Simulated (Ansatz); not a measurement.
Runs of Ansatz 0.2.0 on Gd. It takes space group P6_3/mmc (No. 194, hexagonal). The conventional cell has a = 3.636 Å, b = 3.636 Å, c = 5.783 Å, α = 90.00°, β = 90.00°, γ = 120.00°. Around Gd (site symmetry -6m2) lie 12 Gd at 3.57 to 3.64 Å. 

| task | level | potentials or basis | cell | cutoff (eV) | smearing | basis error allowed | gap on the mesh (eV) | pressure (GPa) | moment (μB) | relaxed volume (Å³/atom) |
| --- | --- | --- | --- | --- | --- | --- | --- | --- | --- | --- |
| single point | PBE | all-electron LAPW, scalar-relativistic | as given | 156 | gaussian 0.028 eV | 0.001 eV/atom | none | 0.6 | (a) | - |
| single point | PBE | all-electron LAPW, scalar-relativistic | as given | 156 | gaussian 0.02 eV | 0.001 eV/atom | none | 0.6 | 15.19 | - |
| relaxation of cell and atoms | RPBE | all-electron LAPW, scalar-relativistic | relaxed | - | fermi-dirac 0.05 eV | 0.001 eV/atom | - | 0.0 | 15.34 | (b) |
| band structure | PBEsol | all-electron PAW datasets made for the crystal | as given | 280 | fermi-dirac 0.05 eV | - | - | -1.8 | 15.21 | - |
| band structure | revPBE | all-electron LAPW, scalar-relativistic | as given | 156 | fermi-dirac 0.05 eV | 0.001 eV/atom | - | 1.9 | 15.27 | - |
| single point | PBE | all-electron LAPW, scalar-relativistic | as given | 156 | gaussian 0.025 eV | 0.001 eV/atom | none | 0.6 | 15.19 | - |
| band structure | PBEsol | all-electron LAPW, scalar-relativistic | as given | 156 | fermi-dirac 0.05 eV | 0.001 eV/atom | - | -1.8 | 15.21 | - |
| relaxation of cell and atoms | RPBE+D4 | all-electron LAPW, scalar-relativistic | relaxed | - | fermi-dirac 0.05 eV | 0.001 eV/atom | - | 0.0 | 15.30 | 33.31 |

Alike in all rows: spin collinear, ferromagnetic start; k mesh 8 × 8 × 5.

Fill in the values left out.

(a) 15.20; (b) 35.44.

Caveats: an open f shell can end in a state above the lowest; spin-orbit coupling is left out, which moves the levels of the heavy elements.

A k mesh can miss the band edges, and the runs leave out spin-orbit coupling on Gd.

A gap of «none» marks a metal or a gap under the smearing width.

Not every run made on this cell is shown here.
